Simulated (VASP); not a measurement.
**Ta2N: single point with SCAN+U**

Ta2N:

```
Ta N
1.0
     3.11286    0.00000    0.00000
    -1.55643    2.69582    0.00000
     0.00000    0.00000    4.86984
Ta N
2 1
Direct
  0.34333 0.66664 0.25613
  0.66731 0.33598 0.74699
  0.00000 0.99898 0.99948
```

The cell comes from a database or a generator and needn't be the stable form of this composition.

The cell isn't the ideal one: atoms moved at random, drawn with an rms of 0.02 Å.

* Program: VASP 6.6.1
* Task: single point
* Functional: SCAN
* Potentials or basis: VASP PAW PBE potentials, release 64 (Ta_pv, N)
* Cutoff: 520 eV
* k mesh: 10 × 10 × 6
* Occupations: gaussian, width 0.05 eV
* Spin: no spin polarisation
* Hubbard terms: Ta d U = 5.3 eV, J = 0.5 eV
* LDAUTYPE: 2
* Hund's J: 0.5
* Further INCAR settings: ALGO = Normal; EDIFF = 1.00e-07; NBANDS = 20

| Quantity | Value |
| --- | --- |
| Pressure | 4.9 GPa |
| Largest force | 0.766 eV/Å |
| Band gap on the k mesh | none (metal or under the smearing width) |

Forces on the atoms (eV/Å):
```
Ta  -0.144 -0.018  0.631
Ta  -0.015 -0.069 -0.763
N    0.159  0.088  0.132
```

Stress tensor (GPa, compression positive):
```
 2.87  0.09 -0.94
 0.09  2.95  0.22
-0.94  0.22  8.78
```

Levels at points of the mesh, in eV from the Fermi level:
```csv
k point,band 11,band 12,band 13,band 14,band 15,band 16
"(0.00, 0.00, 0.00)",-6.12,-0.76,-0.21,-0.11,0.02,0.34
"(0.50, 0.00, 0.00)",-4.82,-3.22,-1.97,1.75,1.91,3.83
"(0.00, 0.50, 0.00)",-4.82,-3.21,-1.99,1.74,1.97,3.80
"(0.50, 0.50, 0.00)",-4.80,-3.21,-2.03,1.86,1.97,3.78
"(0.00, 0.00, 0.50)",-3.41,-3.29,-1.03,-1.01,1.33,1.63
"(0.50, 0.00, 0.50)",-3.72,-2.79,-2.58,-0.55,0.77,3.53
"(0.00, 0.50, 0.50)",-3.69,-2.78,-2.62,-0.51,0.79,3.55
"(0.50, 0.50, 0.50)",-3.64,-2.76,-2.71,-0.42,0.81,3.64
```

Eigenvalues of the final occupation matrices:
```
    site  spin  trace               eigenvalues
site 1 d     1   1.12  0.21 0.21 0.22 0.23 0.25
site 1 d     2   1.12  0.21 0.21 0.22 0.23 0.25
site 2 d     1   1.12  0.20 0.21 0.23 0.23 0.25
site 2 d     2   1.12  0.20 0.21 0.23 0.23 0.25
```

Wall time 12 min on 1 thread of Intel(R) Xeon(R) Platinum 8488C (Sapphire Rapids), on a shared host, peak memory 0.34 GiB.

Caveat: the PAW data sets were made with another functional, which shifts forces and pressure a little; U without spin polarisation on a metal has little footing. The run has no spin-orbit coupling, so splittings on Ta are missing.
